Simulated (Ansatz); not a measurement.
FePt (Tetraferroplatinum):

```xyz
2
Lattice="2.7235 0.0000 0.0000 0.0000 2.7235 0.0000 0.0000 0.0000 3.7200" Properties=species:S:1:pos:R:3 pbc="T T T"
Pt    1.3618    1.3618    1.8600
Fe    0.0000    0.0000    0.0000
```

- Program: Ansatz 0.2.0
- Task: relaxation of cell and atoms
- Functional: RPBE
- Potentials or basis: all-electron LAPW, scalar-relativistic
- Basis error allowed: 0.001 eV/atom
- k mesh: 10 × 10 × 7
- Occupations: fermi-dirac, width 0.05 eV
- Spin: collinear spin, ferromagnetic start
- Starting moments: [0.0, 3.0] μB

At the start: volume 13.80 Å³/atom.

Task: How do energy, volume and symmetry change on relaxing?

Result: Over 5 steps the energy falls by 14.5 meV/atom and the volume is 14.38 Å³/atom (+4.2 %); space group P4/mmm (No. 123, to 0.05 Å); moment 3.39 μB per cell.

Step by step:
```csv
step,energy change (eV),largest force (eV/Å),volume (Å³)
1,0.0000,0.0000,27.59
2,-0.0251,0.0000,29.21
3,-0.0290,0.0000,28.79
4,-0.0291,0.0000,28.75
5,-0.0291,0.0000,28.75
```

Final structure:
```
Pt Fe
1.0
     2.76002    0.00000    0.00000
     0.00000    2.76002    0.00000
     0.00000    0.00000    3.77449
Pt Fe
1 1
Direct
  0.50000 0.50000 0.50000
  0.00000 0.00000 0.00000
```
